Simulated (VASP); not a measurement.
Here is a VASP 6.6.1 calculation.

Contents of INCAR:

```
PREC = Accurate
ENCUT = 520
EDIFF = 1E-6
ISMEAR = 0
SIGMA = 0.02
LREAL = False
LASPH = True
NELM = 60
ALGO = Normal
ISIF = 2
LWAVE = False
LCHARG = True
GGA = PE
LELF = True
LVHAR = True
```

KPOINTS

```
Automatic mesh
0
Gamma
  6 6 6
```

File POSCAR:

```
Si
1.0
    0.0000000000      2.7155000000      2.7155000000
    2.7155000000      0.0000000000      2.7155000000
    2.7155000000      2.7155000000      0.0000000000
Si
2
Direct
    0.0000000000      0.0000000000      0.0000000000
    0.2500000000      0.2500000000      0.2500000000
```

Potentials or basis: VASP PAW PBE potentials, release 64 (Si).

Launch:

```sh
$ cat potpaw_PBE.64/Si/POTCAR > POTCAR
$ mpirun -np 1 vasp_std > vasp.out
```

**Question.** Estimate the pressure.

**Answer.** 2.0 GPa.

**Question.** What does it give for the band gap on the k mesh?

**Answer.** 0.71 eV, indirect (least direct gap 2.56 eV).

A k mesh can miss the band edges. Expect the measured gap to be larger: semilocal functionals such as PBE lack the derivative discontinuity.
